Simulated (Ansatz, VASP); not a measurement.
## H2: VASP beside Ansatz

```
H
1.0
    10.00000    0.00000    0.00000
     0.00000   10.30000    0.00000
     0.00000    0.00000   10.60000
H
2
Direct
  0.50000 0.48544 0.43679
  0.50000 0.48544 0.50660
```

Alike in both runs: task relaxation of the atoms; functional PBE; k mesh 1 × 1 × 1; occupations gaussian, width 0.01 eV; no spin polarisation.

```csv
,VASP,Ansatz
version,VASP 6.6.1,Ansatz 0.2.0
potentials or method,"VASP PAW PBE potentials, release 64 (H)","scalar-relativistic, plane waves, PAW"
plane-wave cutoff (eV),520,420
valence electrons in the cell,2,2
```

|  | VASP | Ansatz | Ansatz less VASP |
| --- | --- | --- | --- |
| gap on the k mesh at the Fermi level, each at its own relaxed structure (eV) | 10.16 | 10.15 | -0.008 |

Ansatz warned: «xc_potential_rough_in_thin_density».
